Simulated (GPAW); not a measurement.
Input of a GPAW 26.7.0 run:

run.py

```python
import numpy as np
from ase import Atoms
from ase.dft.bandgap import bandgap
from ase.io import write
from ase.units import GPa
from gpaw import GPAW, PW
from gpaw.spinorbit import soc_eigenstates

atoms = Atoms(['Ga', 'P'],
              cell=[[0.0, 2.72525, 2.72525],
                    [2.72525, 0.0, 2.72525],
                    [2.72525, 2.72525, 0.0]],
              scaled_positions=[[0.0, 0.0, 0.0],
                                [0.75, 0.75, 0.75]],
              pbc=True)

calc = GPAW(mode=PW(600),
            xc='MGGA_X_TPSS+MGGA_C_TPSS',
            kpts={'size': (8, 8, 8), 'gamma': True},
            occupations={'name': 'fermi-dirac', 'width': 0.05},
            nbands=11,
            convergence={'density': 1e-05, 'energy': 1e-05},
            eigensolver='davidson',
            maxiter=150,
            txt='gpaw.txt')
atoms.calc = calc
energy = atoms.get_potential_energy()
forces = atoms.get_forces()
stress = atoms.get_stress()
calc.write('gs.gpw')
write('result.traj', atoms)
print(f'Energy: {energy:.6f} eV')
print('Forces (eV/A):')
print(forces.round(4))
print('Stress (GPa):', (stress / GPa).round(3))
print('Fermi level:', round(calc.get_fermi_level(), 4), 'eV')
print(f'Gap: {bandgap(calc)[0]:.4f} eV, direct: {bandgap(calc, direct=True)[0]:.4f} eV')

path = atoms.cell.bandpath('GXWKGLUWLK,UX', npoints=100, eps=1e-4)
bs_calc = calc.fixed_density(kpts=path, symmetry='off', nbands=21,
                             convergence={'bands': 'CBM+6.0', 'eigenstates': 1e-6}, txt='bands.txt')
bs = bs_calc.band_structure()
bs.write('bs.json')
print(f'Gap on the path: {bandgap(bs_calc)[0]:.4f} eV')

soc = soc_eigenstates(bs_calc, theta=0, phi=0, ignore_xc_potential=True)
np.savetxt('soc_bands.dat', soc.eigenvalues(), fmt='%.4f')
mesh = soc_eigenstates('gs.gpw', theta=0, phi=0, ignore_xc_potential=True)
np.savetxt('soc_mesh.dat', mesh.eigenvalues(), fmt='%.4f')
print('Fermi level with spin-orbit coupling:', round(mesh.fermi_level, 4), 'eV')
```

Potentials or basis: GPAW PAW data sets (gpaw-data 1.2.1), pw.

The run is started by

```console
$ OMP_NUM_THREADS=1 python run.py
```

Question: What does it give for the pressure?

Answer: 4.0 GPa.

Question: Predict the band gap on the k mesh.

Answer: 1.66 eV, indirect (least direct gap 2.02 eV).

Levels at the corners of the path, in eV from the valence-band top:
```tsv
point	band 5	band 6	band 7	band 8	band 9	band 10	band 11	band 12
Γ	0.00	0.00	0.00	0.00	2.02	2.02	3.94	3.94
X	-2.74	-2.74	-2.72	-2.72	1.66	1.66	1.90	1.90
W	-3.68	-3.66	-3.50	-3.45	4.75	4.75	5.04	5.07
K	-4.03	-4.01	-2.30	-2.30	2.25	2.25	4.92	4.92
Γ	0.00	0.00	0.00	0.00	2.02	2.02	3.94	3.94
L	-1.18	-1.18	-1.11	-1.11	1.82	1.82	4.83	4.83
U	-4.03	-4.01	-2.30	-2.30	2.25	2.25	4.92	4.92
W	-3.68	-3.66	-3.50	-3.45	4.75	4.75	5.04	5.07
L	-1.18	-1.18	-1.11	-1.11	1.82	1.82	4.83	4.83
K	-4.03	-4.01	-2.30	-2.30	2.25	2.25	4.92	4.92
U	-4.03	-4.01	-2.30	-2.30	2.25	2.25	4.92	4.92
X	-2.74	-2.74	-2.72	-2.72	1.66	1.66	1.90	1.90
```

Caveat: spin-orbit coupling was added after a scalar SCF, so levels and gaps hold it while energy, forces, pressure and moments don't; this program's spin-orbit splittings come out too wide for heavy elements; the PAW data sets were made with another functional, which shifts forces and pressure a little.

**Experimental background.**

From “Stacking defects in GaP nanowires: Electronic structure and optical properties”, 2018, arxiv:1810.01194, for a bulk crystal of GaP at 10 K: band gap 2.34 eV (indirect).

A measured gap of GaP is 2.34 eV (indirect; 10 K; quoted in “Stacking defects in GaP nanowires: Electronic structure and optical properties”, 2018, arxiv:1810.01194); the calculated 1.63 eV misses it by -0.71 eV. The value is that of TPSS, without temperature or zero-point motion.
